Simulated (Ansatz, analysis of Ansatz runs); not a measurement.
**BaZrO3 (Pm-3m), V_O hop (3.0 Å): does the barrier depend on the cell? (q = +2)**

How far must a hopping O in BaZrO3 (Pm-3m) stand from its periodic copies before the barrier settles? The case: V_O hop (3.0 Å), charge +2; the series starts with a cell of 20 host atoms with 1 O taken out.

Calculated with Ansatz 0.2.0; plane-wave PAW DFT, PBEsol; nudged elastic band between two relaxed defect structures at fixed charge in a uniform background.

### 1. The structure

The cell holds 19 atoms: 4 Ba, 4 Zr and 11 O. Its edges and angles: a = 7.241 Å, b = 7.241 Å, c = 7.241 Å, α = 109.5°, β = 109.5°, γ = 109.5°. It derives from BaZrO3 (space group Pm-3m). Nearest the centre at fractional (0.000, 0.875, 0.625): O9 at 1.41 Å, Zr5 at 1.54 Å, O16 at 2.49 Å, O17 at 2.50 Å, Ba1 at 2.61 Å, Ba2 at 2.62 Å, O12 at 3.23 Å, O11 at 3.24 Å. The cell carries charge +2.

The cell's shortest repeat is 7.2 Å.

### 2. The band in the smallest cell

In each cell both ends are relaxed first and a climbing-image band joins them. Strain fields of neighbouring copies, and their charges if any, can act otherwise on the top of the path than on its ends, so the barrier may drift with size.

qp2_c20k1s.neb/input.yaml reads:

```yaml
crystal:
  lattice:
    - [-4.18063673, 4.18063673, 4.18063673]
    - [4.18063673, -4.18063673, 4.18063673]
    - [4.18063673, 4.18063673, -4.18063673]
  atoms:
    - { symbol: Ba, position: [0.00606726, 0.00428854, 0.01036222] }
    - { symbol: Ba, position: [0.00608449, 0.49423275, 0.50031908] }
    - { symbol: Ba, position: [0.49602453, 0.00427426, 0.50034452] }
    - { symbol: Ba, position: [0.49602546, 0.49419226, -0.00974079] }
    - { symbol: Zr, position: [0.01282943, 0.0110466, 0.50029364] }
    - { symbol: Zr, position: [0.00105245, 0.49926319, 0.00031155] }
    - { symbol: Zr, position: [0.50106098, -0.0007284, 0.00031988] }
    - { symbol: Zr, position: [0.48925874, 0.4874681, 0.50029952] }
    - { symbol: O, position: [0.23850791, -0.00832744, 0.74547626] }
    - { symbol: O, position: [0.26371222, 0.50697044, 0.25514731] }
    - { symbol: O, position: [0.74819727, -0.00854313, 0.25514623] }
    - { symbol: O, position: [0.75382529, 0.50699475, 0.74547672] }
    - { symbol: O, position: [0.25098122, 0.24916583, 0.50013721] }
    - { symbol: O, position: [0.25100394, 0.74934227, 0.00033554] }
    - { symbol: O, position: [0.75110868, 0.24919409, 0.00029032] }
    - { symbol: O, position: [-0.0066649, 0.23671969, 0.74534328] }
    - { symbol: O, position: [-0.00669636, 0.74636853, 0.25525691] }
    - { symbol: O, position: [0.50891466, 0.26197032, 0.25526204] }
    - { symbol: O, position: [0.50865489, 0.75203462, 0.74534309] }
total_charge: 2
basis:
  ecutwfc: 420
  xc_grid: 2
hamiltonian:
  xc: pbesol
kpoints:
  mp_grid: { grid: [1, 1, 1], shift: [0.25, 0.25, 0.25] }
scf:
  occupations: { method: fixed }
  max_iter: 150
output:
  forces: true
neb:
  images: 3
  f_tol: 0.04
  climbing: true
  initial_path: idpp
  max_iterations: 45
  order_check: false
  final_atoms:
    - { symbol: Ba, position: [-0.00298817, -0.00014685, 0.00626601] }
    - { symbol: Ba, position: [-0.00298372, 0.48922343, 0.49564493] }
    - { symbol: Ba, position: [0.50761417, -0.00014017, 0.49567045] }
    - { symbol: Ba, position: [0.50761734, 0.5104347, 0.00624784] }
    - { symbol: Zr, position: [-0.00938855, -0.00015428, 0.48925067] }
    - { symbol: Zr, position: [0.00231402, 0.49985594, 0.00094446] }
    - { symbol: Zr, position: [0.5139937, -0.00016115, 0.01264329] }
    - { symbol: Zr, position: [0.50233799, 0.49987747, 0.50095151] }
    - { symbol: O, position: [-0.23506562, -0.24524754, 0.50867778] }
    - { symbol: O, position: [0.25249035, 0.50003488, 0.25093603] }
    - { symbol: O, position: [0.75214041, -0.00032558, 0.25093153] }
    - { symbol: O, position: [0.75218913, 0.49975075, 0.75096305] }
    - { symbol: O, position: [0.25487914, 0.24497323, 0.50840148] }
    - { symbol: O, position: [0.24945976, 0.75476326, -0.00681094] }
    - { symbol: O, position: [0.73997022, 0.24497746, -0.00651647] }
    - { symbol: O, position: [0.00989482, 0.2449707, 0.75362716] }
    - { symbol: O, position: [0.00991927, 0.75476441, 0.26344116] }
    - { symbol: O, position: [0.49474741, 0.24499021, 0.23846875] }
    - { symbol: O, position: [0.4947274, 0.75476951, 0.74823157] }
```

Command:

```sh
$ ansatz run input.yaml --threads 8 --pin off --max-ram 14131MiB --backend cpu --events-out ev --progress --plain --runs-dir out
```

Numbers of over 12 decimals in the logs are rounded to 6 here.

The log of the run:

```text
[... repeated set-up lines and file paths are left out, and long positions are rounded to six places ...]
Warning: neb: disabling space-group detection — the band's intermediate images generally break the endpoint symmetry, so the full k-mesh is solved, and no spatial operation symmetrises the density, except that a semilocal band can use its path's symmetry [...]
Engine: ansatz 0.2.0, aarch64-unknown-linux-gnu
Pseudopotentials: kind: paw
Pseudopotential: Ba, paw, valence charge 10, recommended cutoff 420 eV (normal), Ba.paw.azcp
Pseudopotential: Zr, paw, valence charge 12, recommended cutoff 420 eV (normal), Zr.paw.azcp
Pseudopotential: O, paw, valence charge 6, recommended cutoff 420 eV (normal), O.paw.azcp
Functional definition: PBEsol
  exchange = pbesol_x
  correlation = pbesol_c
parallel-image band execution: 3 concurrent image workers
NEB image 0
Crystal: 19 atoms, lattice volume = 292.272 Å³
Basis set: ecut = 420 eV, 5721 PW (Γ), exchange–correlation on 100×100×100 points (8 copies of the dense FFT grid, shifted against one another)
Bands: 95, of which v1, the nominal top of the filled ones, is band 76 counted from 1 (75 counted from 0)
Symmetry: 1 space group operations
k-points: 1
Non-local potential: Ba, projectors of the file, l = 0: 3, l = 1: 2, l = 2: 2, l = 3: 2
Non-local potential: Zr, projectors of the file, l = 0: 3, l = 1: 2, l = 2: 2, l = 3: 2
Non-local potential: O, projectors of the file, l = 0: 2, l = 1: 2, l = 2: 1
PAW form: soft (Blöchl's): semilocal exchange-correlation on the pseudo side does not see the compensation charge
PAW frozen core: Ba, regenerated for the run's functional, and the local potential with it (the file was generated under x = pbe(κ = 0.804, μ = 0.219515), c = pbe(β = 0.066725))
PAW frozen core: Zr, regenerated for the run's functional, and the local potential with it (the file was generated under x = pbe(κ = 0.804, μ = 0.219515), c = pbe(β = 0.066725))
PAW frozen core: O, regenerated for the run's functional, and the local potential with it (the file was generated under x = pbe(κ = 0.804, μ = 0.219515), c = pbe(β = 0.066725))
PAW one-centre angular grid: Ba, 194 points (default); XC on 64 Gauss nodes
PAW one-centre angular grid: Zr, 590 points (default); XC on 64 Gauss nodes
PAW one-centre angular grid: O, 110 points (default); XC on 64 Gauss nodes
Initial density: superposition of atomic densities (neutral atoms scaled as one to the charged cell's electrons: chi_scale 0, normalization atom), corrected by the library's trained network
Initial wavefunctions: pseudopotential atomic-orbital guess
Functional: x = pbesol(κ = 0.804, μ = 0.123457), c = pbesol(β = 0.046)
[...]
E_ewald      = -10259.640149
  E_core_change = 1.656781  (= ΣΔE_core)
  E_smearing   = -0.000000  (= −TS)
  E_closure    = 0.000000  (closes the sum)
  E_deformation_potential = 40.767541  (in the stress; not in F)
  Σ components = -46191.644642   (vs F -46191.644642, Δ=0.00e0)
--- Forces (eV/Å), atoms counted from 1 ---
  atom   1  Ba    -0.01079556    -0.00559558     0.00560228
  atom   2  Ba    -0.00178775     0.00055349    -0.00139120
  atom   3  Ba    -0.00858562     0.00472666     0.00074181
  atom   4  Ba     0.00589984     0.00198360    -0.00325856
  atom   5  Zr     0.01787213    -0.00283592    -0.01090420
  atom   6  Zr     0.00508387     0.00826742     0.00166626
  atom   7  Zr     0.00468702     0.00128319    -0.00413089
  atom   8  Zr     0.00252201    -0.00742811     0.01002203
[...]
atom  16  O     -0.00804079    -0.00330211     0.00388092
  atom  17  O     -0.00422096     0.00048902     0.00001454
  atom  18  O      0.00304759     0.00172355    -0.00277936
  atom  19  O      0.00009630     0.00269018    -0.00191063
  max |Σ_I F_I| component: 2.13e-5 eV/Å
--- Band table (eV) ---
  k-point 0: bands = ["-37.5327", "-37.5319", "-37.2000", "-36.9913", [... 87 left out ...] "15.9935", "16.0498", "16.4361", "16.5936"]
this run last wrote the band of iteration 9 to <dir>
--- NEB band (5 images, 9 band iterations, 226 SCF iterations) ---
  forward barrier  = 0.971727 eV
  backward barrier = 0.971594 eV
  climbing image's point = of an order that was not read
  energies are F+E_penalty+E_count in eV, relative to image 0
  image     s (Å)  Δ vs image 0  max|band force component| (eV/Å)
      0    0.0000      0.000000                                 —
      1    0.7542      0.542817                          9.209e-3
  *   2    1.5084      0.971727                          1.787e-2
      3    2.2620      0.543238                          8.436e-3
      4    3.0157      0.000133                                 —
  climbing-image geometry (image 2):
  cell:  # Å, volume = 292.2721 Å³
    - [-4.18063673, 4.18063673, 4.18063673]
    - [4.18063673, -4.18063673, 4.18063673]
    - [4.18063673, 4.18063673, -4.18063673]
  atoms:
    - { symbol: Ba, position: [0.001692, 0.010831, 0.007935] }
    - { symbol: Ba, position: [0.001699, 0.492399, 0.489414] }
    - { symbol: Ba, position: [0.501612, 0.006092, 0.494184] }
    - { symbol: Ba, position: [0.501698, 0.505966, -0.005958] }
    - { symbol: Zr, position: [0.001697, 0.010057, 0.489913] }
    - { symbol: Zr, position: [0.001671, 0.505510, -0.005504] }
    - { symbol: Zr, position: [0.510057, -0.001907, 0.010431] }
    - { symbol: Zr, position: [0.493311, 0.489709, 0.502079] }
    - { symbol: O, position: [0.001667, -0.154332, 0.654398] }
    - { symbol: O, position: [0.263800, 0.506879, 0.255422] }
    - { symbol: O, position: [0.723820, -0.026416, 0.248828] }
    - { symbol: O, position: [0.747949, 0.499979, 0.746546] }
    - { symbol: O, position: [0.279488, 0.251449, 0.526646] }
    - { symbol: O, position: [0.255413, 0.753711, 0.000258] }
    - { symbol: O, position: [0.739609, 0.244773, -0.006642] }
    - { symbol: O, position: [0.001670, 0.254264, 0.741068] }
    - { symbol: O, position: [0.001686, 0.759270, 0.245842] }
    - { symbol: O, position: [0.501696, 0.254164, 0.245999] }
    - { symbol: O, position: [0.501675, 0.754171, 0.745989] }
[key lines of the parts left out:]
SCF converged after 6 iterations
Free energy (F): -46191.644642 eV
Fermi energy:    9.166418 eV
```

The job ended after 26 s (8 threads of Arm Neoverse V1, shared host; peak memory 1 GiB; 2.5 min of CPU time).

The path, image by image:

```tsv
image	path (Å)	energy (eV)	O9: x, y, z (Å)
0	0.000	0.0000	2.085, 4.148, -2.154
1	0.754	0.5428	2.083, 3.878, -2.808
2	1.508	0.9717	2.084, 3.388, -3.374
3	2.262	0.5432	2.083, 2.823, -3.864
4	3.016	0.0001	2.084, 2.169, -4.135
```

### 3. The series

The other cells are run alike, on 8 threads of Arm Neoverse V1, shared host.

```tsv
host atoms	shortest repeat (Å)	k-points	forward (eV)	backward (eV)	hop length (Å)	iterations	time of the band	peak memory (GiB)
20	7.2	one point at (¼, ¼, ¼)	0.972	0.972	2.80	9	26 s	1.0
40	8.4	one point at (¼, ¼, ¼)	0.686	0.686	2.61	9	1.9 min	2.3
80	11.8	one point at (¼, ¼, ¼)	0.610	0.610	2.64	23	16 min	7.0
```

Energies along each band (eV from the start):

```tsv
host atoms	k-points	energies
20	one point at (¼, ¼, ¼)	0.000, 0.543, 0.972, 0.543, 0.000
40	one point at (¼, ¼, ¼)	0.000, 0.321, 0.686, 0.324, 0.000
80	one point at (¼, ¼, ¼)	0.000, 0.268, 0.609, 0.205, -0.001
```

### 4. What came out

```
barrier, 20 atoms, one point at (¼, ¼, ¼) : 0.972 eV
barrier, 40 atoms, one point at (¼, ¼, ¼) : 0.686 eV
barrier, 80 atoms, one point at (¼, ¼, ¼) : 0.610 eV
```

The largest cell gives a barrier of 0.61 eV and the first set-up 0.97 eV; over the series the values spread by 0.36 eV. The last two differ by 0.077 eV, so the series has not settled. One k-point samples cells of unlike shape differently, so the spread mixes size with sampling. The hop length changes between cells, so the ends did not relax into the same structures everywhere. The time of one iteration grows about as the number of atoms to the power 1.9, on shared hosts. No image-charge correction is applied. The order of the top as a saddle was not checked for all atoms, so a bent path could be lower. Keep in mind: one k-point off the zone centre stands for the whole zone; spin–orbit coupling, which can matter with heavy atoms, is left out.

[Logs are printed without paths, hosts, clocks, repeated set-up lines and the standing remarks that a program may print on its own settings, such as how far it seeks lower states.]

[Hosts, paths, dates, database ids (printed as entryN), source tags and the programs' standing remarks are cut or masked in the printed files.]
